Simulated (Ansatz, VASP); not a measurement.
**One calculation of Cu, two programs**

INCAR

```
ALGO     = Normal         # electronic algorithm
EDIFF    = 1E-6           # SCF threshold, eV
ENCUT    = 520            # plane-wave cutoff, eV
GGA      = PE             # functional
ISIF     = 2              # what is computed and relaxed
ISMEAR   = 0              # smearing method
LASPH    = T              # aspherical terms in the spheres
LCHARG   = F              # write CHGCAR
LREAL    = F              # projectors in reciprocal space
LWAVE    = F              # write WAVECAR
NBANDS   = 12             # bands
NELM     = 80             # most SCF steps
PREC     = Accurate       # precision mode
SIGMA    = 0.05           # smearing width, eV
```

Contents of KPOINTS:

```
k-points
0
Gamma
  10 10 10
```

Contents of POSCAR:

```
Cu
1.0
    0.0000000000      1.8154809678      1.8154809678
    1.8154809678      0.0000000000      1.8154809678
    1.8154809678      1.8154809678      0.0000000000
Cu
1
Direct
    0.0000000000      0.0000000000      0.0000000000
```

Input for Ansatz:

```yaml
crystal:
  lattice:
    - [0.0, 1.8154809675, 1.8154809675]
    - [1.8154809675, 0.0, 1.8154809675]
    - [1.8154809675, 1.8154809675, 0.0]
  atoms:
    - { symbol: Cu, position: [0.0, 0.0, 0.0] }
basis:
  ecutwfc: 420
  ecutrho_ratio: 4
kpoints:
  mp_grid: { grid: [10, 10, 10] }
hamiltonian:
  xc: pbe
scf:
  occupations: { method: gaussian, width: 0.05 }
output:
  forces: true
  stress: true
  eigenvalues: true
```

Alike in both runs: task single point; functional PBE; k mesh 10 × 10 × 10; occupations gaussian, width 0.05 eV; no spin polarisation.

|  | VASP | Ansatz |
| --- | --- | --- |
| version | VASP 6.6.1 | Ansatz 0.2.0 |
| potentials or method | VASP PAW PBE potentials, release 64 (Cu) | scalar-relativistic, plane waves, PAW |
| plane-wave cutoff (eV) | 520 | 420 |
| valence electrons in the cell | 11 | 19 |

|  | VASP | Ansatz | Ansatz less VASP |
| --- | --- | --- | --- |
| gap on the k mesh at the Fermi level (eV) | none | none | - |
| pressure (GPa) | 0.7 | 0.1 | -0.61 |

A gap of «none» marks a metal or a gap that the smearing closes. The two sets of potentials don't hold the same shells in valence.
